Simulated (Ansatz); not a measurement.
# Li15O8: the cost of one run

Computed with Ansatz 0.2.0 (DFT PBE, scalar-relativistic, plane waves, PAW, unless a step's input says otherwise).

2 further runs of the same task are left out: 2 set aside as unsound or not needed.

## Step 1: The structure to begin with

Symmetry: F-43m, No. 216, cubic system. Conventional cell: a = 9.251 Å, b = 9.251 Å, c = 9.251 Å, α = 90.00°, β = 90.00°, γ = 90.00°. Li (site symmetry 2mm) is surrounded by 4 O at 2.00 Å. Li (site symmetry -43m) has 4 O at 2.00 Å as nearest neighbours. O (site symmetry 3m) is surrounded by 7 Li at 2.00 Å. O (site symmetry 3m) has 8 Li at 2.00 Å as nearest neighbours.

The input asks for a charge of -1 e on the cell.

As a file:

```xyz
23
Lattice="-4.6257 -4.6257 0.0000 -4.6257 0.0000 -4.6257 0.0000 -4.6257 -4.6257" Properties=species:S:1:pos:R:3 pbc="T T T"
Li   -5.7821   -5.7821   -3.4693
Li   -5.7821   -3.4693   -5.7821
Li   -8.0950   -5.7821   -5.7821
Li   -3.4693   -5.7821   -5.7821
Li   -5.7821   -8.0950   -5.7821
Li   -5.7821   -5.7821   -8.0950
Li   -8.0950   -8.0950   -8.0950
Li   -1.1564   -1.1564   -1.1564
Li   -3.4693   -3.4693   -1.1564
Li   -3.4693   -1.1564   -3.4693
Li   -5.7821   -3.4693   -3.4693
Li   -1.1564   -3.4693   -3.4693
Li   -3.4693   -5.7821   -3.4693
Li   -3.4693   -3.4693   -5.7821
Li   -5.7821   -5.7821   -5.7821
O    -4.6257   -2.3129   -2.3129
O    -6.9386   -4.6257   -2.3129
O    -6.9386   -2.3129   -4.6257
O    -9.2514   -4.6257   -4.6257
O    -4.6257   -4.6257   -4.6257
O    -6.9386   -6.9386   -4.6257
O    -6.9386   -4.6257   -6.9386
O    -9.2514   -6.9386   -6.9386
```

It is built from the cell relaxed beforehand with the same method (8.25 Å³/atom).

## Step 2: The vacancy and the jump

The supercell lacks one Li atom, at fractional position (0.375, 0.375, 0.375), and holds 23 atoms and a charge of -1 e on a uniform background. Atom 9 (Li), 2.31 Å away, is to jump into the empty site. The cell is fixed.

## Step 3: Relaxing around the vacancy

File input.yaml:

```yaml
crystal:
  lattice:
    - [-4.6257010038, -4.6257010038, 0.0]
    - [-4.6257010038, 0.0, -4.6257010038]
    - [0.0, -4.6257010038, -4.6257010038]
  atoms:
    - { symbol: Li, position: [0.875, 0.375, 0.375] }
    - { symbol: Li, position: [0.375, 0.875, 0.375] }
    - { symbol: Li, position: [0.875, 0.875, 0.375] }
    - { symbol: Li, position: [0.375, 0.375, 0.875] }
    - { symbol: Li, position: [0.875, 0.375, 0.875] }
    - { symbol: Li, position: [0.375, 0.875, 0.875] }
    - { symbol: Li, position: [0.875, 0.875, 0.875] }
    - { symbol: Li, position: [0.125, 0.125, 0.125] }
    - { symbol: Li, position: [0.625, 0.125, 0.125] }
    - { symbol: Li, position: [0.125, 0.625, 0.125] }
    - { symbol: Li, position: [0.625, 0.625, 0.125] }
    - { symbol: Li, position: [0.125, 0.125, 0.625] }
    - { symbol: Li, position: [0.625, 0.125, 0.625] }
    - { symbol: Li, position: [0.125, 0.625, 0.625] }
    - { symbol: Li, position: [0.625, 0.625, 0.625] }
    - { symbol: O, position: [0.5, 0.5, 0.0] }
    - { symbol: O, position: [1.0, 0.5, 0.0] }
    - { symbol: O, position: [0.5, 1.0, 0.0] }
    - { symbol: O, position: [1.0, 1.0, 0.0] }
    - { symbol: O, position: [0.5, 0.5, 0.5] }
    - { symbol: O, position: [1.0, 0.5, 0.5] }
    - { symbol: O, position: [0.5, 1.0, 0.5] }
    - { symbol: O, position: [1.0, 1.0, 0.5] }
total_charge: -1
basis:
  ecutwfc: 420
kpoints:
  mp_grid: { grid: [4, 4, 4] }
hamiltonian:
  xc: pbe
scf:
  occupations: { method: gaussian, width: 0.05 }
output:
  forces: true
  stress: true
  eigenvalues: true
  write_density: true
  write_potential: true
  elf: true
  volumetric_format: npy
relax:
  adjacent_minimum: "off"
  f_tol: 0.02
  max_steps: 50
```

The run is started by

```console
$ ansatz run input.yaml --threads 4 --pin off --max-ram 9216MiB --backend cpu --events-out ev --progress --plain --runs-dir out
```

**Question.** How long does this run take on 4 threads of Arm Neoverse V1, shared host, and how much memory does it need?

About 16 s, with a peak of 0.59 GiB.
